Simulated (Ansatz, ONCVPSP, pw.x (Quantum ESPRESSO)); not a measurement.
Co (Z = 27): does the ONCV potential hold in the solid?

* Element: cobalt
* Generator: ONCVPSP 4.0.1.1 (patched build)
* Type: optimised norm-conserving Vanderbilt (ONCV)
* Functional: LDA (Perdew-Wang 92)
* Relativity: scalar-relativistic
* Frozen core: [Ar]
* Valence charge: 9
* Reference configuration: 3d7 4s2
* Partial waves: 4s: rc 2.40 bohr, ncon 4, nbas 8, qcut 2.7 1/bohr, 2 projectors, debl 0.5 Ha; p scattering state at 0.21 Ha: rc 1.85 bohr, ncon 3, nbas 6, qcut 4.5 1/bohr, 2 projectors, debl 4 Ha; 3d: rc 1.30 bohr, ncon 4, nbas 8, qcut 12.3 1/bohr, 2 projectors, debl 2.5 Ha; f scattering state at 0.43 Ha: rc 2.30 bohr, ncon 5, nbas 8, qcut 5.5 1/bohr, 3 projectors, debl 3.7 Ha
* Local potential: polynomial inside 0.90 bohr (lpopt 1, dvloc0 0 Ha)
* Core correction: Teter function, fcfact 4.25, rcfact 1.65

Atomic tests: cutoffs needed: 59 Ha and 66 Ha (the cutoffs (Ha) at which the residual kinetic energy of the hardest occupied pseudo-wave falls to 1 and 0.1 mHa per electron); ghost test: ghosts flagged at negative energy: s at -62.4 eV; GHOST(+) flagged for p at 118.3 eV; a true bound ghost makes a file unfit for plane-wave use; largest excitation error: -506 meV (all-electron minus pseudo) for 3d6 4s0, out of 4 test configurations.

Crystal test: bcc Co in pw.x 7.5, no spin, 17³ k-points, Fermi–Dirac smearing 0.01 Ry, cutoffs 155/620 Ry. The reference is all-electron LAPW (Ansatz 0.2.0) with the same functional, mesh and smearing; V0 and B0 come from Birch–Murnaghan fits to the pressures at five volumes. Errors are pseudo minus all-electron; Δ is the rms difference of the E(V) curves that follow from these fits, minima aligned, over ±6 % about the mean V0. Mesh and smearing are coarse, so the numbers serve the comparison and aren't converged zero-temperature values; the lattice is a test structure that the element need not adopt. Spin polarisation and strong correlation are left out, which matters for this element.

```
V (Å³/atom)  P all-electron (GPa)  P pseudo (GPa)
      9.361                 16.39          -17.11
      9.608                  7.45          -26.85
      9.854                 -0.30          -35.27
     10.100                 -7.01          -42.54
     10.347                -12.83          -48.82
```

All-electron: a0 = 2.700 Å (V0 = 9.84 Å³/atom), B0 = 289.6 GPa.

Pseudopotential: mean pressure error (GPa): -34.86. The pressure does not cross zero within the volumes sampled, so no fit is given. The largest radius (2.40 bohr) exceeds half the bond length (2.21 bohr), so the spheres overlap, which is one possible source of error among others. This is a poor potential for the solid. Note: ghosts flagged at negative energy: s at -62.4 eV; GHOST(+) flagged for p at 118.3 eV. A true bound ghost makes a file unfit for plane-wave use.

At the middle volume, how do free energy and pressure move when the wave cutoff is lowered (ecutrho kept at four times it)?

```tsv
cutoff (Ry)	shift of F (meV/atom)	shift of P (GPa)
70	+6818.6	-387.47
93	+850.8	-94.47
124	+10.3	-2.32
```

The run at the middle volume (165 k-points, 10 iterations) took about 2.3 min on one core of a shared host (Neoverse-N1, 64 threads, 124 GiB, load 60).
